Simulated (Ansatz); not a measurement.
**Sn: equation of state with LDA**

Sn:

```xyz
1
Lattice="-2.0292 2.0292 1.6608 2.0292 -2.0292 1.6608 2.0292 2.0292 -1.6608" Properties=species:S:1:pos:R:3 pbc="T T T"
Sn    0.0000    0.0000    0.0000
```

This isn't the form of Sn at room conditions, which is tetragonal (white tin).

* Program: Ansatz 0.2.0
* Task: equation of state
* Functional: LDA
* Potentials or basis: all-electron LAPW, scalar-relativistic
* Basis error allowed: 0.001 eV/atom
* k mesh: 10 × 10 × 10
* Occupations: fermi-dirac, width 0.05 eV
* Spin: no spin polarisation

The equilibrium volume is 25.65 Å³/atom (rough: see the caveat). The bulk modulus at fixed shape and positions is 58 GPa (rough).

Energy against volume, from the lowest point:
| volume (Å³/atom) | energy (meV/atom) |
| --- | --- |
| 25.712 | 0.00 |
| 26.259 | 2.47 |
| 26.806 | 8.63 |
| 27.353 | 18.03 |
| 27.901 | 30.30 |
| 28.448 | 45.08 |
| 28.995 | 62.08 |

All runs of the series together: 120 s on 1 thread of AMD EPYC 7571, with other jobs on the host.

Caveat: the minimum lies outside the volumes run; the cell was scaled at fixed shape and fractional positions, which overstates the stiffness of a crystal with free parameters, most of all of layers and chains.
